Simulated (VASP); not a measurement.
**KI (strained zincblende): one PBE single-point calculation in two programs**

```xyz
2
Lattice="-0.0991 3.9659 3.9659 3.9659 -0.0991 3.9659 3.8667 3.8667 0.0000" Properties=species:S:1:pos:R:3 pbc="T T T"
K     0.0000    0.0000   -0.0465
I     1.9334    1.9334    2.0295
```

Each program uses its own PAW datasets. VASP's cell holds 16 valence electrons and Ansatz's 26. Ansatz's stress includes a Pulay correction; VASP's doesn't.

Cutoffs: 520 eV in VASP, 420 eV in Ansatz. k meshes: 6×6×6 and 6×6×6.

```json
{"": "gap between bands v and c", "VASP": "3.88 eV", "Ansatz": "3.88 eV"}
{"": "least direct gap", "VASP": "3.88 eV", "Ansatz": "3.88 eV"}
{"": "pressure", "VASP": "0.2 GPa", "Ansatz": "0.2 GPa"}
```

Band v is the last that the valence electrons fill when counted band by band, and c is the next. Levels in eV from the top of v, Ansatz:

| point | v−1 | v | c | c+1 |
| --- | --- | --- | --- | --- |
| Γ | -0.05 | 0.00 | 3.88 | 7.49 |
| X | -0.15 | -0.05 | 5.24 | 6.22 |
| K | -0.24 | -0.08 | 5.54 | 6.31 |
| L | -0.08 | -0.06 | 5.63 | 6.50 |
| W | -0.29 | -0.11 | 5.56 | 6.44 |

VASP:

```tsv
point	v−1	v	c	c+1
Γ	-0.05	0.00	3.88	7.49
X	-0.15	-0.05	5.23	6.21
K	-0.24	-0.08	5.53	6.30
L	-0.08	-0.06	5.62	6.50
W	-0.29	-0.11	5.55	6.43
```
